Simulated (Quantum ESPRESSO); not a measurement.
## CdF2: zone-centre phonons and dielectric response under several settings

```
Cd F
1.0
     0.00000    2.69400    2.69400
     2.69400    0.00000    2.69400
     2.69400    2.69400    0.00000
Cd F
1 2
Direct
  0.00000 0.00000 0.00000
  0.75000 0.75000 0.75000
  0.25000 0.25000 0.25000
```

All runs used Quantum ESPRESSO 7.5; k mesh 6 × 6 × 6, shifted; relaxed cell; no spin polarisation; cutoff 612 eV; occupations smeared at first, fixed for the response.

| level | potentials | volume (Å³/atom) | pressure (GPa) | lowest optical mode without the field (cm⁻¹) | highest optical mode without the field (cm⁻¹) | highest mode with the field (cm⁻¹) | ε∞ (mean) | ε0 (mean) | Born charge of atom 1 (e) |
| --- | --- | --- | --- | --- | --- | --- | --- | --- | --- |
| PBE | GBRV 1.5 PBE | ? | 0.0 | ? | ? | ? | ? | ? | ? |
| LDA | GBRV 1.5 LDA | 12.46 | 0.1 | 239 | 318 | 390 | 2.93 | 7.8 | 2.45 |

Problem. What stands in the row left open?

Solution. Volume 13.78 Å³/atom; lowest optical mode without the field 196 cm⁻¹; highest optical mode without the field 285 cm⁻¹; highest mode with the field 358 cm⁻¹; ε∞ 2.85; ε0 9.5; Born charge of atom 1 2.47 e.
